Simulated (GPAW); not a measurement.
Runs of GPAW 26.7.0 on ZnO (zincite). It takes space group P6_3mc (No. 186, hexagonal). The conventional cell has a = 3.249 Å, b = 3.249 Å, c = 5.206 Å, α = 90.00°, β = 90.00°, γ = 120.00°. Zn (site symmetry 3m) is surrounded by 4 O at 1.97 to 1.98 Å. O (site symmetry 3m) has 4 Zn at 1.97 to 1.98 Å as nearest neighbours. 

```csv
task,level,potentials or basis,cell,k mesh,optimizer,fmax,max steps,eigensolver,band path,gap on the mesh (eV),pressure (GPa),relaxed volume (Å³/atom),largest force (eV/Å)
relaxation of cell and atoms,revPBE,"the program's PAW data sets (release 1.2.1) made for this functional, pw",relaxed,6 × 6 × 3,BFGS,0.02 eV/Å,100,-,-,(c),-0.1,(b),0.01
relaxation of cell and atoms,TPSS,"GPAW PAW data sets (gpaw-data 1.2.1), pw",relaxed,6 × 6 × 3,BFGS,0.02 eV/Å,60,davidson,-,0.67,-0.1,(a),0.01
band structure,RPBE,"the program's PAW data sets (release 1.2.1) made for this functional, pw",as given,9 × 9 × 5,-,-,-,-,"GMKGALHA,LM,KH",0.90,10.6,-,0.08
relaxation of cell and atoms,revTPSS,"GPAW PAW data sets (gpaw-data 1.2.1), pw",relaxed to -1 GPa,6 × 6 × 3,BFGS,0.01 eV/Å,100,davidson,-,0.56,-1.1,-,0.01
```

Alike in all rows: no spin polarisation; cutoff (eV) 800; smearing fermi-dirac 0.05 eV.

**Question.** Estimate the missing entries.

**Answer.** (a) 12.23; (b) 12.71; (c) 0.77.

Caveats: later steps reuse the first step's grids (some runs); the PAW data sets were made with another functional, which shifts forces and pressure a little (some runs).

Runs at the PBE level aren't shown here.
